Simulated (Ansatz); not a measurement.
# CoSi (P2_13), random displacements

Computed with DFT PBE, scalar-relativistic, plane waves, PAW (Ansatz). Settings: plane waves to 420 eV, k-mesh 10×10×10 (Γ-centred), Gaussian smearing 0.15 eV. No spin polarisation. A magnetic state may lie lower. Energies are free energies at this smearing, counted from the undisturbed cell; pressure is positive in compression.

The starting cell (relaxed at this level):

```
CELL_PARAMETERS angstrom
4.43085 0.00000 0.00000
0.00000 4.43085 0.00000
0.00000 0.00000 4.43085
ATOMIC_POSITIONS crystal
Co 0.14502 0.14502 0.14502
Co 0.35498 0.85498 0.64502
Co 0.64502 0.35498 0.85498
Co 0.85498 0.64502 0.35498
Si 0.84316 0.84316 0.84316
Si 0.65684 0.15684 0.34316
Si 0.34316 0.65684 0.15684
Si 0.15684 0.34316 0.65684
```

The atoms are displaced (Å, in the unstrained cell):

```
atom ux uy uz
 Co1  -0.009  -0.039   0.018
 Co2  -0.026   0.020  -0.012
 Co3   0.021  -0.017   0.053
 Co4   0.037   0.029  -0.004
 Si5   0.004   0.026  -0.025
 Si6  -0.020   0.058   0.023
 Si7  -0.004  -0.023  -0.003
 Si8  -0.003  -0.054  -0.051
```

The cell is not strained.

Q: What are the energy change, the stress and the forces?

A: ΔE = 15.9 meV/atom; stress (xx, yy, zz, yz, xz, xy; compression positive) (0.52, 1.10, 0.68, 0.06, -0.59, -0.80) GPa.
```
atom Fx (eV/Å) Fy Fz
 Co1       0.12   0.46  -0.31
 Co2       0.58  -0.54   0.09
 Co3      -0.27   0.40  -0.74
 Co4      -0.50  -0.27   0.18
 Si5      -0.18  -0.36   0.21
 Si6       0.23  -0.54   0.01
 Si7       0.11   0.23  -0.15
 Si8      -0.07   0.62   0.70
```

Cost: 1 run of about 3.7 core-minutes, on Intel Xeon Processor @ 2.70GHz (shared hosts).